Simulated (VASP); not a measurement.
# AgCl (Cmcm) in VASP: single point with PBE

Aim: the single point of AgCl with PBE.

Everything below comes from runs of VASP 6.6.1. Logs are shortened: lines on timing, memory, paths and dates and some standing lists are left out, and cuts for length are marked.

**1. The crystal as given**

It takes space group Cmcm (No. 63, orthorhombic). The conventional cell has a = 3.742 Å, b = 11.113 Å, c = 3.924 Å, α = 90.00°, β = 90.00°, γ = 90.00°. Ag (site symmetry m2m) is surrounded by 5 Cl at 2.73 to 2.91 Å and 2 Ag at 3.02 Å. Around Cl (site symmetry m2m) lie 5 Ag at 2.73 to 2.91 Å.

Measurements of this composition are mostly on another form, of space group No. 225.

**2. Single point, PBE**

INCAR reads:

```
SYSTEM = AgCl
PREC = Accurate ; ENCUT = 520
EDIFF = 1E-6 ; ISMEAR = 0
SIGMA = 0.1 ; LREAL = .False.
LASPH = .True. ; NELM = 80
ALGO = Fast ; ISIF = 2
LWAVE = .False. ; LCHARG = .False.
GGA = PE ; NBANDS = 26
```

KPOINTS reads:

```
regular mesh
0
Gamma
  6 6 6
  0 0 0
```

POSCAR reads:

```
AgCl
1.0
    1.8709097030     -5.5565952358      0.0000000000
    1.8709097030      5.5565952358      0.0000000000
    0.0000000000      0.0000000000      3.9240373500
Ag Cl
2 2
Direct
    0.3965554000      0.6034446000      0.7500000000
    0.6034446000      0.3965554000      0.2500000000
    0.8654487300      0.1345512700      0.2500000000
    0.1345512700      0.8654487300      0.7500000000
```

Potentials or basis: VASP PAW PBE potentials, release 64 (Ag, Cl).

Started as:

```console
$ cat potpaw_PBE.64/Ag/POTCAR potpaw_PBE.64/Cl/POTCAR > POTCAR
$ mpirun -np 1 vasp_std > vasp.out
```

OUTCAR:

```text
SYSTEM = AgCl
   PREC = Accurate
   ENCUT = 520
   EDIFF = 1E-6
   ISMEAR = 0
   LREAL = .False.
   LASPH = .True.
   NELM = 80
   ISIF = 2
   GGA = PE

 ion  position               nearest neighbor table
   1  0.397  0.603  0.750-   3 2.73   3 2.73   3 2.73   3 2.73   4 2.91   2 3.02   2 3.02
   2  0.603  0.397  0.250-   4 2.73   4 2.73   4 2.73   4 2.73   3 2.91   1 3.02   1 3.02
   3  0.865  0.135  0.250-   1 2.73   1 2.73   1 2.73   1 2.73   2 2.91
   4  0.135  0.865  0.750-   2 2.73   2 2.73   2 2.73   2 2.73   1 2.91

  LATTYP: Found a base centered orthorhombic cell.
 ALAT       =     3.7418194060
 B/A-ratio  =     2.9699964819
 C/A-ratio  =     1.0486976853

  Lattice vectors:

 A1 = (   1.8709097030,  -5.5565952358,   0.0000000000)
 A2 = (   1.8709097030,   5.5565952358,   0.0000000000)
 A3 = (   0.0000000000,   0.0000000000,   3.9240373500)

Analysis of symmetry for initial positions (statically):
=====================================================================
 Subroutine PRICEL returns:
 Original cell was already a primitive cell.

 Routine SETGRP: Setting up the symmetry group for a
 base centered orthorhombic supercell.

 Subroutine GETGRP returns: Found  8 space group operations
 (whereof  4 operations were pure point group operations)
 out of a pool of  8 trial point group operations.

The static configuration has the point symmetry C_2h.
 The point group associated with its full space group is D_2h.

Analysis of symmetry for dynamics (positions and initial velocities):
=====================================================================
 Subroutine PRICEL returns:
 Original cell was already a primitive cell.

 Routine SETGRP: Setting up the symmetry group for a
 base centered orthorhombic supercell.

 Subroutine GETGRP returns: Found  8 space group operations
 (whereof  4 operations were pure point group operations)
 out of a pool of  8 trial point group operations.

The dynamic configuration has the point symmetry C_2h.
 The point group associated with its full space group is D_2h.

 Subroutine INISYM returns: Found  8 space group operations
 (whereof  4 operations are pure point group operations),
 and found     1 'primitive' translations

----------------------------------------------------------------------------------------

                                     Primitive cell

  volume of cell :      81.5877

  direct lattice vectors                    reciprocal lattice vectors
     1.870909703 -5.556595236  0.000000000     0.267249670 -0.089983160  0.000000000
[... 95 lines left out ...]
   NFREE  =      0    steps in history (QN), initial steepest desc. (CG)
   ISIF   =      2    stress and relaxation
   ISYM   =      2    0-nonsym 1-usesym 2-fastsym
   POTIM  = 0.5000    time-step for ionic-motion
   TEBEG  =    0.0;   TEEND  =   0.0 temperature during run
   PSTRESS=    0.0 pullay stress
   NELECT =      36.0000    total number of electrons
   NUPDOWN=      -1.0000    fix difference up-down
   EMIN   =  10.00;   EMAX   =-10.00  energy-range for DOS
   EFERMI =   0.00;   METHOD = LEGACY
   ISMEAR =     0;   SIGMA  =   0.10  broadening in eV -4-tet -1-fermi 0-gaus
   EFERMI_NEDOS =   21; number of points for ismear=-14 and -15
   IALGO  =     68    algorithm
   IMIX   =      4    mixing-type and parameters
     AMIX     =   0.40;   BMIX     =  1.00
     AMIX_MAG =   1.60;   BMIX_MAG =  1.00
  volume/ion in A,a.u.               =      20.40       137.65
  Fermi-wavevector in a.u.,A,eV,Ry     =   1.246333  2.355228 21.134554  1.553346
  Thomas-Fermi vector in A             =   2.380515
   LORBIT       =      0    0 simple, 1 ext, 2 COOP (PROOUT), +10 PAW based schemes
   GGA     = PE    functional components
   LHFCALC =     F    Hartree Fock is set to
   AEXX    =    0.0000 exact exchange contribution
   IVDW    =     0    specifies the selected vdW correction
   LEPSILON=     F    determine dielectric tensor
   LRPA    =     F    only Hartree local field effects (RPA)
 non-spin polarized calculation
 RMM-DIIS sequential band-by-band and
 Gauss-broadening in eV      SIGMA  =   0.10
  energy-cutoff  :      520.00
  volume of cell :       81.59
 maximum number of plane-waves:      2221
 NGX is ok and might be reduce to    48
   NGX = 21   NGY = 21   NGZ = 15

 number of electron      36.0000004 magnetization

 Free energy of the ion-electron system (eV)
  ---------------------------------------------------
  ext. energy  EPLUGINS =         0.00000000
  ---------------------------------------------------
  free energy    TOTEN  =       -10.64660773 eV

  energy without entropy =      -10.64660201  energy(sigma->0) =      -10.64660487

 E-fermi :   4.5092     XC(G=0): -10.2525

 val. band max:        4.2613965974   @ k =   0.3333   0.1667   0.0000
 cond. band min:       4.7233353016   @ k =   0.0000   0.0000   0.0000
 fundamental gap:      0.4619387042
 Fermi energy:         4.5091707845

 k-point     1 :       0.0000    0.0000    0.0000
  band No.  band energies     occupation
      1     -10.9173      2.00000
      2     -10.3126      2.00000
      3      -0.2704      2.00000
      4       0.8018      2.00000
      5       1.0088      2.00000
      6       1.1348      2.00000
[... 685 lines left out ...]
     25      13.4326      0.00000
     26      15.1254      0.00000

 [... further k-points ...]

------------------------ aborting loop because EDIFF is reached ----------------------------------------

  FORCE on cell =-STRESS in cart. coord.  units (eV):
  Direction    XX          YY          ZZ          XY          YZ          ZX
  --------------------------------------------------------------------------------------
  -------------------------------------------------------------------------------------
  Total        0.7640046      0.8415162      0.7572969      0.0000000      0.0000000      0.0000000
  in kB       15.0031292     16.5252625     14.8714068      0.0000000      0.0000000      0.0000000
  external PRESSURE =      15.4665995 kB  Pullay stress =       0.0000000 kB

 VOLUME and BASIS-vectors are now :
 -----------------------------------------------------------------------------
  energy-cutoff  :      520.00
  volume of cell :       81.59
      direct lattice vectors                 reciprocal lattice vectors
     1.870909703 -5.556595236  0.000000000     0.267249670 -0.089983160  0.000000000
     1.870909703  5.556595236  0.000000000     0.267249670  0.089983160  0.000000000
     0.000000000  0.000000000  3.924037350     0.000000000  0.000000000  0.254839572

 POSITION                                       TOTAL-FORCE (eV/Angst)
 -----------------------------------------------------------------------------------
      1.87091      1.14960      2.94303         0.000000      0.013782      0.000000
      1.87091     -1.14960      0.98101         0.000000     -0.013782     -0.000000
      1.87091     -4.06130      0.98101         0.000000      0.003193     -0.000000
      1.87091      4.06130      2.94303         0.000000     -0.003193     -0.000000
 -----------------------------------------------------------------------------------
    total drift:                                0.000000      0.000000      0.000000

  FREE ENERGIE OF THE ION-ELECTRON SYSTEM (eV)
  ---------------------------------------------------
  free  energy   TOTEN  =       -10.6466077268 eV

  energy  without entropy=      -10.6466020123  energy(sigma->0) =      -10.64660487
```

stdout:

```text
POSCAR found type information on POSCAR AgCl
 POSCAR found :  2 types and       4 ions
 scaLAPACK will be used
 LDA part: xc-table for (Slater+PW92), standard interpolation
 POSCAR, INCAR and KPOINTS ok, starting setup
 FFT: planning ... GRIDC
 FFT: planning ... GRID_SOFT
 FFT: planning ... GRID
 WAVECAR not read
 entering main loop
```

Run time: 78 s. Hardware: 1 thread of Intel Xeon 6975P-C (Granite Rapids), shared host; peak memory 0.29 GiB.

What came out:

```yaml
Free_energy: -10.6466 eV
Pressure: 1.5 GPa
Largest_force: 0.014 eV/Å
Band_gap_on_the_k_mesh: 0.46 eV, indirect (least direct gap 1.96 eV)
```

Forces in eV/Å, atoms in the order of the input:
```
Ag   0.000  0.014  0.000
Ag   0.000 -0.014  0.000
Cl   0.000  0.003  0.000
Cl   0.000 -0.003  0.000
```

Stress tensor (GPa, compression positive):
```
1.50 0.00 0.00
0.00 1.65 0.00
0.00 0.00 1.49
```
